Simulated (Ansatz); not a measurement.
**A vibration from a frozen displacement in BN**

These are results of Ansatz, DFT r2SCAN, scalar-relativistic, plane waves, PAW, not measurements. The runs took a 500 eV cutoff, a Γ-centred 12×12×4 mesh and Gaussian smearing (0.05 eV). No spin polarisation. Energies are free energies at this smearing, counted from the undisturbed cell; pressure is positive in compression.

The starting cell (as given, not relaxed at this level; it stands at -0.6 GPa):

```xyz
4
Lattice="2.5040 0.0000 0.0000 -1.2520 2.1685 0.0000 0.0000 0.0000 6.6612" Properties=species:S:1:pos:R:3 pbc="T T T"
B     0.0000    1.4457    1.6653
B     1.2520    0.7228    4.9959
N     0.0000    1.4457    4.9959
N     1.2520    0.7228    1.6653
```

The cell holds layers and no dispersion correction was added, so their binding is poorly described.

Every N atom is moved by x along the Cartesian unit vector (-0.866, -0.500, 0.000); the cell and all other atoms stay fixed. The cell's volume is 36.17 Å³; the moved atoms weigh 28.014 u together and the others 21.620 u. Some rows repeat others by symmetry and weren't run.

```csv
x (Å),ΔE (meV/cell),total force on the moved atoms along the move (eV/Å),pressure (GPa)
-0.5000,13323.72,72.9294,108.2196
-0.4375,9402.44,53.6574,79.8792
-0.3750,6500.06,39.9888,56.8681
-0.3125,4325.71,30.0836,38.4233
-0.2500,2691.79,22.4891,23.9503
-0.1875,1487.89,16.1883,13.0333
-0.1250,654.61,10.5506,5.4002
-0.0625,162.81,5.2183,0.8817
0.0000,0.00,0.0000,-0.6147
0.0625,162.81,-5.2183,0.8817
0.1250,654.61,-10.5506,5.4002
0.1875,1487.89,-16.1883,13.0333
0.2500,2691.79,-22.4891,23.9503
0.3125,4325.71,-30.0836,38.4233
0.3750,6500.06,-39.9888,56.8681
0.4375,9402.44,-53.6574,79.8792
0.5000,13323.72,-72.9294,108.2196
```

Question: What frequency belongs to this motion?

Answer: The force constant is k = −dF/dx = 83.493 eV/Å², from the parabola through x = -0.0625, 0 and 0.0625. In every cell the moved atoms swing against the rest, so the mass is μ = m₁m₂/(m₁ + m₂) = 12.203 u, and ν̃ = 521.5 cm⁻¹ × √(|k|/μ) = 1364 cm⁻¹. To first order in x, and within 1 %, the force on every atom lies along the move and, within each of the two groups, in proportion to the atom's mass, so this is itself a mode at the zone centre of this cell, taken without macroscopic field (the transverse frequency in a polar insulator).

Question: How far does the harmonic law reach?

Answer: At x = -0.500 Å, kx²/2 = 10436.58 meV against the computed 13323.72 meV (+27.7 %): the well stiffens in this direction at large amplitude.

Question: The pressure changes with x². What does that say about the frequency under compression?

Answer: With E = k(V)x²/2, k ∝ V^(−2γ) and x scaling with the cell as V^(1/3), P − P0 = −∂E/∂V = (2γ − 2/3) ΔE/V. At x = 0.1250 Å, V(P − P0) = 36.17 × 6.01488 / 160.2 eV = 1357.89 meV and ΔE = 654.61 meV, so γ = 1/3 + V(P − P0)/(2ΔE) = 1.37. This is the Grüneisen parameter of the motion under uniform scaling of the cell: shrinking the cell evenly by 1 % in volume raises the frequency by about 1.37 %.